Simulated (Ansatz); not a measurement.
# AlN, one cell by several methods

```
CELL_PARAMETERS angstrom
0.00000 1.97800 1.97800
1.97800 0.00000 1.97800
1.97800 1.97800 0.00000
ATOMIC_POSITIONS crystal
Al 0.00000 0.00000 0.00000
N 0.50000 0.50000 0.50000
```

Atom numbers follow the list: Al1, N2.

The geometry is COD entry 1523095, unchecked; take it as a test cell.

Methods: DFT, LDA, PAW with Ansatz's default frozen-core files, scalar-relativistic (Ansatz 0.2.0); DFT, LDA, all-electron LAPW, scalar-relativistic (Ansatz 0.2.0).

For PAW: a Γ-centred 10×10×10 k mesh, Fermi–Dirac smearing of 0.02 eV, cutoff 420 eV, no spin polarisation; the PAW files were made with PBE, and the program remakes their frozen cores for this functional. LAPW targets a basis error of 1 meV/atom. The Ansatz runs share mesh, smearing and spin set-up. Plane-wave (PAW) pressures include the program's estimate of the Pulay term.

Stress and pressure are positive in compression.

Levels count from the top of the valence band.

```
                      quantity     PAW    LAPW
                pressure (GPa)   12.44   12.45
                 band gap (eV)   5.069   5.090
highest filled level at Γ (eV)   0.000   0.000
  lowest empty level at Γ (eV)   6.726   6.736
highest filled level at X (eV)  -2.982  -2.982
  lowest empty level at X (eV)   5.069   5.090
highest filled level at U (eV)  -2.471  -2.469
  lowest empty level at U (eV)   6.148   6.140
```
